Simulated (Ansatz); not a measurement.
# Calculated quadrupolar parameters for ZnS

The cell is a computed structure from the Materials Project (it need not be an observed phase), atoms as given.

```cif
data_structure
_symmetry_space_group_name_H-M 'P 1'
_symmetry_Int_Tables_number 1
_cell_length_a 31.5717
_cell_length_b 31.5717
_cell_length_c 31.5717
_cell_angle_alpha 7.015
_cell_angle_beta 7.015
_cell_angle_gamma 7.015
_cell_volume 407.05
loop_
_atom_site_label
_atom_site_type_symbol
_atom_site_fract_x
_atom_site_fract_y
_atom_site_fract_z
_atom_site_occupancy
Zn1 Zn 0.10002 0.10002 0.10002 1
Zn2 Zn 0.80001 0.80001 0.80001 1
Zn3 Zn 0.90000 0.90000 0.90000 1
Zn4 Zn 0.36670 0.36670 0.36670 1
Zn5 Zn 0.29999 0.29999 0.29999 1
Zn6 Zn 0.20001 0.20001 0.20001 1
Zn7 Zn 0.49999 0.49999 0.49999 1
Zn8 Zn 0.00001 0.00001 0.00001 1
Zn9 Zn 0.59999 0.59999 0.59999 1
Zn10 Zn 0.73335 0.73335 0.73335 1
S11 S 0.77504 0.77504 0.77504 1
S12 S 0.27501 0.27501 0.27501 1
S13 S 0.47500 0.47500 0.47500 1
S14 S 0.57500 0.57500 0.57500 1
S15 S 0.17501 0.17501 0.17501 1
S16 S 0.07501 0.07501 0.07501 1
S17 S 0.34171 0.34171 0.34171 1
S18 S 0.70837 0.70837 0.70837 1
S19 S 0.87501 0.87501 0.87501 1
S20 S 0.97499 0.97499 0.97499 1
```

Atoms are numbered from 1 in the order listed; like atoms form one site, named after its first atom.

The numbers come from a DFT calculation in Ansatz (r2SCAN, plane waves and PAW (field gradients read without the response of the frozen cores, which leaves them typically 4 to 6 % off), scalar-relativistic, 500 eV cutoff, Γ-centred 8×8×8 k-points, Fermi–Dirac smearing 0.02 eV).

C_Q = eQV_zz/h, which is 24.18 MHz for Q = 1 b and V_zz = 10²¹ V/m²; η = (V_xx − V_yy)/V_zz.

⁶⁷Zn: I = 5/2, Q = 122.0 mb; ³³S: I = 3/2, Q = -69.40 mb. Nuclear quadrupole moments: year-2017 set (Pyykkö).

```
site  atoms (order as listed)          first shell  V_zz (10²¹ V/m²)     η  C_Q (MHz)
 Zn1                        1   4 S at 2.36–2.37 Å             -0.16  0.00     -0.467
 Zn2                     2, 7   4 S at 2.36–2.37 Å            -0.087  0.00     -0.256
 Zn3                        3   4 S at 2.36–2.37 Å            -0.079  0.00     -0.234
 Zn4                     4, 9   4 S at 2.36–2.37 Å            -0.073  0.00     -0.215
 Zn5                        5   4 S at 2.36–2.37 Å            -0.034  0.00     -0.101
 Zn6                        6   4 S at 2.36–2.37 Å            -0.057  0.00     -0.167
 Zn8                        8   4 S at 2.36–2.37 Å             -0.16  0.00     -0.482
Zn10                       10   4 S at 2.36–2.37 Å            -0.046  0.00     -0.136
 S11                       11  4 Zn at 2.36–2.37 Å            <0.005     –         ≈0
 S12                       12  4 Zn at 2.36–2.37 Å            -0.016  0.00      0.027
 S13                   13, 19  4 Zn at 2.36–2.37 Å            -0.034  0.00      0.058
 S14                       14  4 Zn at 2.36–2.37 Å            -0.026  0.00      0.044
 S15                       15  4 Zn at 2.36–2.37 Å            -0.009  0.00      0.015
 S16                       16  4 Zn at 2.36–2.37 Å              0.13  0.00     -0.210
 S17                       17  4 Zn at 2.36–2.37 Å             0.034  0.00     -0.058
 S18                       18  4 Zn at 2.36–2.37 Å            -0.029  0.00      0.048
 S20                       20  4 Zn at 2.36–2.37 Å              0.14  0.00     -0.231
```

An axis of threefold or higher order runs through Zn1, Zn2, Zn3, Zn4, Zn5 and Zn6 and others, so V_zz lies along it and η is zero.

Hardware: 1 thread of Intel Xeon 6975P-C (Granite Rapids) (x86_64; 16 cores open to the job, memory cap 3.0 GiB, no GPU), a shared host with a load of 1.0 a core. Wall time 8.6 min, CPU time 8.6 min, peak memory 2.7 GiB.
